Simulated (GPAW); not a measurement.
## Zn K-edge XANES of zinc-blende (ZnS)₁₋ₓ(ZnSe)ₓ at x = 1

Aim: the Zn K edge in zinc-blende (ZnS)₁₋ₓ(ZnSe)ₓ at x = 1, one member of a composition series.

Main program and level: GPAW 26.7.0; X-ray absorption from dipole matrix elements to empty bands, plane-wave PAW PBE.

## Step 1: The starting structure

Symmetry: F-43m, No. 216, cubic system. The conventional cell has a = 5.668 Å, b = 5.668 Å, c = 5.668 Å, α = 90.00°, β = 90.00°, γ = 90.00°. Zn has 4 Se at 2.45 Å nearest. Se has 4 Zn at 2.45 Å nearest. 16-atom zinc-blende cell, 8 of 8 S sites taken by Se at random, lattice constants typed for the ends and interpolated (Vegard). Farther neighbours and most contacts between anions are not listed.

As a file:

```cif
data_structure
_symmetry_space_group_name_H-M 'F-43m'
_symmetry_Int_Tables_number 216
_cell_length_a 5.6680
_cell_length_b 5.6680
_cell_length_c 5.6680
_cell_angle_alpha 90.000
_cell_angle_beta 90.000
_cell_angle_gamma 90.000
_cell_volume 182.09
loop_
_atom_site_label
_atom_site_type_symbol
_atom_site_symmetry_multiplicity
_atom_site_Wyckoff_symbol
_atom_site_fract_x
_atom_site_fract_y
_atom_site_fract_z
_atom_site_occupancy
Zn1 Zn 4 a 0.00000 0.00000 0.00000 1
Se1 Se 4 c 0.25000 0.75000 0.75000 1
```

## Step 2: Ground state of the crystal

A plain self-consistent run shows whether there is a gap, which decides the set-up of the core-hole run.

scf.py reads:

```python
import numpy as np
from ase import Atoms
from ase.parallel import parprint, paropen
from gpaw import GPAW, PW, FermiDirac, Mixer, MixerDif, setup_paths
from gpaw.test import gen
setup_paths.insert(0, '.')
gen('Zn', name='nch1s', xcname='PBE', corehole=(1, 0, 0), write_xml=True)
from gpaw.mpi import world
world.barrier()

atoms = Atoms('ZnSeZnSeZnSeZnSeZnSeZnSeZnSeZnSe',
    cell=[[0, 5.668, 5.668],
     [5.668, 0, 5.668],
     [5.668, 5.668, 0]],
    scaled_positions=[[0, 0, 0],
     [0.125, 0.125, 0.125],
     [0, 0, 0.5],
     [0.125, 0.125, 0.625],
     [0, 0.5, 0],
     [0.125, 0.625, 0.125],
     [0, 0.5, 0.5],
     [0.125, 0.625, 0.625],
     [0.5, 0, 0],
     [0.625, 0.125, 0.125],
     [0.5, 0, 0.5],
     [0.625, 0.125, 0.625],
     [0.5, 0.5, 1],
     [0.625, 0.625, 0.125],
     [0.5, 0.5, 0.5],
     [0.625, 0.625, 0.625]],
    pbc=True)
atoms.calc = calc = GPAW(legacy_gpaw=True, mode=PW(400, force_complex_dtype=True), xc='PBE', setups={0: 'nch1s'},
    kpts={'size': (4, 4, 4), 'gamma': True}, occupations=FermiDirac(0.05),
    charge=0, mixer=Mixer(0.1, 5, 50), maxiter=150,
    convergence={'density': 0.0001, 'eigenstates': 1e-6}, txt='scf.txt')
energy = atoms.get_potential_energy() + calc.get_reference_energy()
ef = calc.get_fermi_level()
out = dict(energy=energy, fermi=ef, forces=atoms.get_forces().tolist())
parprint(f'all-electron energy {energy:.4f} eV, Fermi level {ef:.4f} eV')
ev = np.array([[calc.get_eigenvalues(k, s) for k in range(len(calc.get_ibz_k_points()))] for s in range(calc.get_number_of_spins())])
out['homo'], out['lumo'], out['counts'] = ev[ev < ef].max(), ev[ev > ef].min(), sorted(set((ev < ef).sum((0, 2)).tolist()))
out['filled'] = (ev[:, 0] < ef).sum(1).tolist()
import json
with paropen('out.json', 'w') as f:
    json.dump(out, f)
```

On the command line:

```
OMP_NUM_THREADS=1 mpirun -n 4 gpaw python scf.py
```

Numbers of over 12 decimals in the logs are rounded to 6 here.

The log of the run:

```text
Input parameters:
  convergence: {density: 0.0001,
                eigenstates: 1e-06}
  kpts: {gamma: True,
         size: (4, 4, 4)}
  maxiter: 150
  mixer: {backend: pulay,
          beta: 0.1,
          method: separate,
          nmaxold: 5,
          weight: 50}
  mode: {ecut: 400.0,
         force_complex_dtype: True,
         name: pw}
  occupations: {fixmagmom: False,
                name: fermi-dirac,
                width: 0.05}
  setups: {0: nch1s}
  xc: PBE

Initialize ...

[... PAW data sets ...]

Reference energy: -919718.870980  # eV

Spin-paired calculation

[... convergence settings ...]
Symmetries present (total): 24
  [... symmetry matrices ...]

64 k-points: 4 x 4 x 4 Monkhorst-Pack grid + [1/8,1/8,1/8]
8 k-points in the irreducible part of the Brillouin zone
       k-points in crystal coordinates                weights
   0:     0.00000000    0.00000000    0.00000000          1/64
   1:     0.25000000    0.25000000    0.00000000          6/64
   2:     0.25000000    0.25000000    0.25000000          8/64
   3:     0.50000000    0.25000000   -0.25000000          6/64
   4:     0.50000000    0.25000000    0.25000000         12/64
   5:     0.50000000    0.50000000    0.00000000          3/64
   6:     0.50000000    0.50000000    0.25000000         24/64
   7:     0.50000000    0.50000000    0.50000000          4/64

Wave functions: Plane wave expansion
  Cutoff energy: 400.000 eV
  Number of coefficients (min, max): 6586, 6652
  Pulay-stress correction: 0.000000 eV/Ang^3 (de/decut=0.000000)
  Using FFTW library
  Wavefunction extrapolation:
    Improved wavefunction reuse through dual PAW basis

Occupation numbers: Fermi-Dirac:
  width: 0.0500  # eV

Eigensolver
   Davidson(niter=2)

Densities:
  Coarse grid: 40*40*40 grid
  Fine grid: 80*80*80 grid
  Total Charge: 0.000000

Density mixing:
  Method: separate
  Backend: pulay
  Linear mixing parameter: 0.1
  old densities: 5
  Width of damping distribution: 1.1
  Damping of long wavelength oscillations: 50

[... Hamiltonian set-up ...]
Number of atoms: 16
Number of atomic orbitals: 104
Number of bands in calculation: 91
Number of valence electrons: 144
Bands to converge: occupied

... initialized

Initializing position-dependent things.

Density initialized from atomic densities
Creating initial wave functions:
  91 bands from LCAO basis set

                             Se
                                  Zn
                    Se   Zn
                      Se

             Se             Se
                  Zn
                   Se
         Zn            Zn
                    Se
            SeZn
                Zn

       Zn

Atomic positions and initial magnetic moments

Positions:
   0 Zn     0.000000    0.000000    0.000000    ( 0.0000,  0.0000,  0.0000)
   1 Se     1.417000    1.417000    1.417000    ( 0.0000,  0.0000,  0.0000)
   2 Zn     2.834000    2.834000    0.000000    ( 0.0000,  0.0000,  0.0000)
   3 Se     4.251000    4.251000    1.417000    ( 0.0000,  0.0000,  0.0000)
   4 Zn     2.834000    0.000000    2.834000    ( 0.0000,  0.0000,  0.0000)
   5 Se     4.251000    1.417000    4.251000    ( 0.0000,  0.0000,  0.0000)
   6 Zn     5.668000    2.834000    2.834000    ( 0.0000,  0.0000,  0.0000)
[...]
13 Se     4.251000    4.251000    7.085000    ( 0.0000,  0.0000,  0.0000)
  14 Zn     5.668000    5.668000    5.668000    ( 0.0000,  0.0000,  0.0000)
  15 Se     7.085000    7.085000    7.085000    ( 0.0000,  0.0000,  0.0000)

Unit cell:
           periodic     x           y           z      points  spacing
  1. axis:    yes    0.000000    5.668000    5.668000    40     0.1636
  2. axis:    yes    5.668000    0.000000    5.668000    40     0.1636
  3. axis:    yes    5.668000    5.668000    0.000000    40     0.1636

  Lengths:   8.015762   8.015762   8.015762
  Angles:   60.000000  60.000000  60.000000

Effective grid spacing dv^(1/3) = 0.1785

iter:   1   -49.045357
iter:   2   -49.317434   -0.30  -1.23
iter:   3   -48.353245   -1.17  -1.29
iter:   4   -48.483190   -1.66  -1.59
iter:   5   -48.708220   -1.52  -1.71
iter:   6   -48.496637   -2.61  -2.08
iter:   7   -48.414637   -2.56  -2.49
iter:   8   -48.410402   -3.35  -2.90
iter:   9   -48.407871c  -3.27  -3.08
iter:  10   -48.407559c  -4.32  -3.39
iter:  11   -48.407520c  -5.48  -3.79
iter:  12   -48.407554c  -4.55  -3.85
iter:  13   -48.407587c  -5.59  -3.89
iter:  14   -48.407390c  -5.04  -3.88
iter:  15   -48.407398c  -5.92  -4.60c
iter:  16   -48.407394c  -7.15c -4.60c

Converged after 16 iterations.

Dipole moment: (-28.844287, -28.844287, -28.844287) |e|*Ang

Energy contributions relative to reference atoms: (reference = -919718.870980)

Kinetic:       +108.959621
Potential:      -92.401892
External:        +0.000000
XC:             -64.262757
Entropy (-ST):   -0.000000
Local:           -0.702366
SIC:             +0.000000
--------------------------
Free energy:    -48.407394
Extrapolated:   -48.407394

Showing only first 2 kpts
 Kpt  Band  Eigenvalues  Occupancy
  0    70      3.87053    2.00000
  0    71      3.87053    2.00000
  0    72      5.16735    0.00001
  0    73      6.42008    0.00000

  1    70      3.44725    2.00000
  1    71      3.44725    2.00000
  1    72      6.59271    0.00000
  1    73      7.10691    0.00000

Fermi level: 4.55349

Gap: 1.297 eV
Transition (v -> c):
  (s=0, k=0, n=71, [0.00, 0.00, 0.00]) -> (s=0, k=0, n=72, [0.00, 0.00, 0.00])
No difference between direct/indirect transitions

Forces in eV/Ang:
  0 Zn    0.00000    0.00000    0.00000
  1 Se   -0.00001   -0.00001   -0.00001
  2 Zn   -0.00000   -0.00000   -0.00001
  3 Se    0.00001    0.00001   -0.00001
  4 Zn    0.00000   -0.00001    0.00000
  5 Se    0.00001   -0.00001    0.00001
  6 Zn    0.00001    0.00000   -0.00000
[...]
13 Se    0.00000    0.00000   -0.00000
 14 Zn    0.00000    0.00000    0.00000
 15 Se   -0.00000   -0.00000   -0.00000
Scalar-relativistic atomic PBE calculation for Zn (Zinc, Z=30)
Core hole in 1s state (1s occupation: 2.0)
600 radial gridpoints.
|------------------------------------------------|
|------------------------------------------------|
[... the atom generator's iteration count ...]

Energy contributions:
-------------------------
Kinetic:    +1823.613160
XC:           -71.504391
Potential:  -3547.729445
-------------------------
Total:      -1795.620676

state      eigenvalue         ekin         rmax
-----------------------------------------------
1s^2.0 :  -349.886846   450.954911        0.033
2s^2.0 :   -42.553114    85.456797        0.189
2p^6.0 :   -36.898923    83.258415        0.152
3s^2.0 :    -4.747216    18.925213        0.588
3p^6.0 :    -3.065290    16.692437        0.592
3d^10.0:    -0.372700    11.038803        0.566
4s^2.0 :    -0.219651     1.423087        2.092
4p^0.0 :    -0.041035     0.518678        3.084
-----------------------------------------------
(units: Bohr and Hartree)

Generating PAW setup
Kinetic energy of the core from tauc = 1727.898395
Cutoffs:
rc(s)=2.430
rc(p)=2.400
rc(d)=2.230
rc(vbar)=2.260
rc(comp)=2.200
rc(nct)=2.430

Kinetic energy of the core states: 1710.378955
Charge: 0.0
Core electrons: 18.0
Valence electrons: 12.0
Pseudo-core charge: 0.104275
Shape function alpha=2.066
Pseudo-electron charge 3.892839
state    eigenvalue         norm
--------------------------------
4s(2) :    -0.219651     1.125459
*s    :     0.780349
4p(0) :    -0.041035     1.007410
*p    :     0.958965
3d(10):    -0.372700     0.153765
*d    :     0.627300
--------------------------------

Diagonalizing with gridspacing h=0.050

state   all-electron     PAW
-------------------------------
4s:      -0.219651    -0.219820
4p:      -0.041035    -0.041071
3d:      -0.372700    -0.373322
*f:                    0.071886
-------------------------------
all-electron energy -919767.2784 eV, Fermi level 4.5535 eV
```

Run time: 88 s. Hardware: 4 MPI ranks of Arm Neoverse N1, shared host; peak memory 0.35 GiB; 5.9 min of CPU time.

The mesh shows a gap of 1.30 eV. The excited electron is kept all the same, so that all members of the series, with or without a gap, are treated alike.

## Step 3: Reference energy of the cell

The photon energy needs a difference of total energies, so the cell and mesh of the coming hole run are first run without a hole.

scf.py: that of step 2 with these lines changed.

```diff
@@ -26,3 +26,3 @@
      [0.625, 0.125, 0.625],
-     [0.5, 0.5, 1],
+     [0.5, 0.5, 0],
      [0.625, 0.625, 0.125],
@@ -32,3 +32,3 @@
 atoms.calc = calc = GPAW(legacy_gpaw=True, mode=PW(400, force_complex_dtype=True), xc='PBE', setups={0: 'nch1s'},
-    kpts={'size': (4, 4, 4), 'gamma': True}, occupations=FermiDirac(0.05),
+    kpts={'size': (3, 3, 3), 'gamma': True}, occupations=FermiDirac(0.02),
     charge=0, mixer=Mixer(0.1, 5, 50), maxiter=150,
```

The log of the run:

```text
Input parameters:
  convergence: {density: 0.0001,
                eigenstates: 1e-06}
  kpts: {gamma: True,
         size: (3, 3, 3)}
  maxiter: 150
  mixer: {backend: pulay,
          beta: 0.1,
          method: separate,
          nmaxold: 5,
          weight: 50}
  mode: {ecut: 400.0,
         force_complex_dtype: True,
         name: pw}
  occupations: {fixmagmom: False,
                name: fermi-dirac,
[...]
*s    :     0.780349
4p(0) :    -0.041035     1.007410
*p    :     0.958965
3d(10):    -0.372700     0.153765
*d    :     0.627300
--------------------------------

Diagonalizing with gridspacing h=0.050

state   all-electron     PAW
-------------------------------
4s:      -0.219651    -0.219820
4p:      -0.041035    -0.041071
3d:      -0.372700    -0.373322
*f:                    0.071886
-------------------------------
all-electron energy -919767.2341 eV, Fermi level 4.3474 eV
[key lines of the parts left out:]
Converged after 13 iterations.
Dipole moment: (-28.827399, -28.827399, -28.827399) |e|*Ang
Free energy:    -48.363121
Fermi level: 4.34740
```

Elapsed: 45 s, on 4 MPI ranks; peak memory 0.34 GiB; 3 min of CPU time.

Reference energy: -919767.234 eV with the cores included.

(Part 1 of 2 ends here.)

[Banner, clock and machine lines of the logs are left out without a mark of their own.]

[Logs are printed without paths, hosts, clocks, repeated set-up lines and the standing remarks that a program may print on its own settings, such as how far it seeks lower states.]

[Hosts, paths, dates, database ids (printed as entryN), source tags and the programs' standing remarks are cut or masked in the printed files.]

[Lists of maxima count a maximum above −3 eV only where it reaches 4 % of the highest in the window and stands out from its surroundings by 2 % of it (1.5 % where it reaches 55 %); shoulders and weaker maxima are passed over, and of the rest the first, up to two pre-edge ones and the few strongest are named.]
